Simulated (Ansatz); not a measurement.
## The band gap of BP, sorted by core time

It takes space group F-43m (No. 216, cubic). Conventional cell: a = 4.538 Å, b = 4.538 Å, c = 4.538 Å, α = 90.00°, β = 90.00°, γ = 90.00°. P (site symmetry -43m) has 4 B at 1.97 Å as nearest neighbours. B (site symmetry -43m) has 4 P at 1.97 Å as nearest neighbours.

| rung | level | program and potentials | cutoff (eV) | k mesh | task | core time | chip | band gap (eV) | notes |
| --- | --- | --- | --- | --- | --- | --- | --- | --- | --- |
| GGA | BPBE | Ansatz, Ansatz PAW | 420 | 10 × 10 × 10 | ladder of functionals | 1 s | INTEL XEON PLATINUM 8581C Emerald Rapids | 1.25 | potentials made for PBE, which Ansatz adapts in part |
| GGA | BLYP | Ansatz, Ansatz PAW | 420 | 10 × 10 × 10 | band structure | 2.9 s | Intel Xeon | 1.51 | potentials made for PBE, which Ansatz adapts in part |
| GGA | revPBE | Ansatz, Ansatz PAW | 420 | 10 × 10 × 10 | band structure | 3.5 s | Intel Xeon | 1.26 | potentials made for PBE, which Ansatz adapts in part |
| meta-GGA | r2SCAN | Ansatz, Ansatz PAW | 500 | 10 × 10 × 10 | band structure | 6 s | Intel Xeon | 1.42 | potentials made for PBE, which Ansatz adapts in part |
| GGA | PBEsol | Ansatz, Ansatz PAW | 420 | 8 × 8 × 8 | elastic constants | 11 s | Intel Xeon | 1.17 | potentials made for PBE, which Ansatz adapts in part |
| GGA | PBEsol | Ansatz, Ansatz PAW | 420 | 10 × 10 × 10 | Born charges and dielectric tensor | 17 s | Arm Neoverse V2 | 1.13 | potentials made for PBE, which Ansatz adapts in part |
| meta-GGA + dispersion | r2SCAN+rVV10 | Ansatz, Ansatz NC with PseudoDojo standard (PBE files) | 1034 | 10 × 10 × 10 | band structure | 20 s | Arm Neoverse V2 | 1.31 | from the band path |
| hybrid | B3LYP | Ansatz, Ansatz PAW | 420 | 5 × 5 × 5 | band structure | 83 s | Arm Neoverse V1 | 2.68 | coarse mesh; potentials made for PBE, which Ansatz adapts in part |
| hybrid | PBEsol0 | Ansatz, Ansatz PAW | 420 | 5 × 5 × 5 | band structure | 1.8 min | Intel Xeon | 2.61 | coarse mesh; potentials made for PBE, which Ansatz adapts in part |
| hybrid | r2SCAN50 | Ansatz, Ansatz PAW | 500 | 5 × 5 × 5 | band structure | 2 min | Intel Xeon | 4.17 | coarse mesh; potentials made for PBE, which Ansatz adapts in part |
| hybrid | r2SCAN0 | Ansatz, Ansatz PAW | 500 | 5 × 5 × 5 | band structure | 2.4 min | Intel Xeon | 2.76 | coarse mesh; potentials made for PBE, which Ansatz adapts in part |

Times are single runs on shared hosts and different chips, so they are rough; meshes, cutoffs and the tasks' sizes weigh on the time. All rows: no spin polarisation. Gaps are the least found on the k mesh or the band path, and a mesh can miss the band edges. The cell comes from a database and isn't always the measured one. Meshes differ between rows, which moves values too. All levels ran on this one cell, unrelaxed unless noted. Meshes are those of the run's cell of 2 atoms unless a note names another. Runs on faulty files, with rough fits or with known faults for this quantity aren't shown. No row holds spin-orbit coupling.

By rung: GGA 1.13 to 1.51; meta-GGA 1.42; meta-GGA + dispersion 1.31; hybrid on coarse meshes 2.61 to 4.17 (eV).
